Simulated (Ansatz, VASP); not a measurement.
**H4Os in VASP and in Ansatz**

File INCAR:

```
SYSTEM = H4Os
PREC = Accurate ; ENCUT = 600
EDIFF = 1E-6 ; ISMEAR = 0
SIGMA = 0.1 ; LREAL = .False.
LASPH = .True. ; NELM = 100
ALGO = Normal ; ISIF = 3
LWAVE = .False. ; LCHARG = .False.
GGA = PE ; IBRION = 2
NSW = 90 ; EDIFFG = -0.04
```

File KPOINTS:

```
Automatic mesh
0
Gamma
  6 6 6
  0 0 0
```

POSCAR

```
H4Os
1.0
    2.1342149360     -2.9646568660      0.0000000000
    2.1342149360      2.9646568660      0.0000000000
    0.0000000000      0.0000000000      2.5743555270
H Os
4 1
Direct
    0.7031560736      0.2968439264      0.0000000000
    0.2968439264      0.7031560736      0.0000000000
    0.7151666980      0.7151666980      0.5000000000
    0.2848333020      0.2848333020      0.5000000000
    0.0000000000      0.0000000000      0.0000000000
```

Input for Ansatz:

```yaml
crystal:
  lattice:
    - [2.134214936, -2.964656866, 0.0]
    - [2.134214936, 2.964656866, 0.0]
    - [0.0, 0.0, 2.574355527]
  atoms:
    - { symbol: H, position: [0.7031560736, 0.2968439264, 0.0] }
    - { symbol: H, position: [0.2968439264, 0.7031560736, 0.0] }
    - { symbol: H, position: [0.715166698, 0.715166698, 0.5] }
    - { symbol: H, position: [0.284833302, 0.284833302, 0.5] }
    - { symbol: Os, position: [0.0, 0.0, 0.0] }
basis:
  ecutwfc: 420
kpoints:
  mp_grid: { grid: [6, 6, 6] }
hamiltonian:
  xc: pbe
scf:
  occupations: { method: gaussian, width: 0.1 }
  lower_state_search: "off"
output:
  forces: true
  stress: true
  eigenvalues: true
relax:
  adjacent_minimum: "off"
  f_tol: 0.04
  max_steps: 70
  cell: { stress_tol: 0.4 }
```

Change from the starting cell: ordered vacancies on the cation sites of rutile (Cmmm, No. 65).

Alike in both runs: task relaxation of cell and atoms; functional PBE; k mesh 6 × 6 × 6; occupations gaussian, width 0.1 eV; no spin polarisation.

```csv
,VASP,Ansatz
version,VASP 6.6.1,Ansatz 0.2.0
potentials or method,"VASP PAW PBE potentials, release 64 (H, Os)","scalar-relativistic, plane waves, PAW"
plane-wave cutoff (eV),600,420
valence electrons in the cell,12,20
```

VASP gave:

- gap on the k mesh at the Fermi level, each at its own relaxed structure (eV): none
- relaxed volume (Å³/atom): 5.87
- relaxed cell length with the largest relative difference (Å): 3.162
- energy change over the relaxation (meV/atom): -161

Task: Which values does Ansatz return?

Result: gap on the k mesh at the Fermi level, each at its own relaxed structure (eV): none; relaxed volume (Å³/atom): 5.85; relaxed cell length with the largest relative difference (Å): 3.157; energy change over the relaxation (meV/atom): -161.

A gap of «none» marks a metal or a gap that the smearing closes. The two sets of potentials don't hold the same shells in valence.

Caveats: the k mesh is coarse (spacing up to 0.41 Å⁻¹), so the values aren't converged. The runs have no spin-orbit coupling, so splittings on Os are missing.
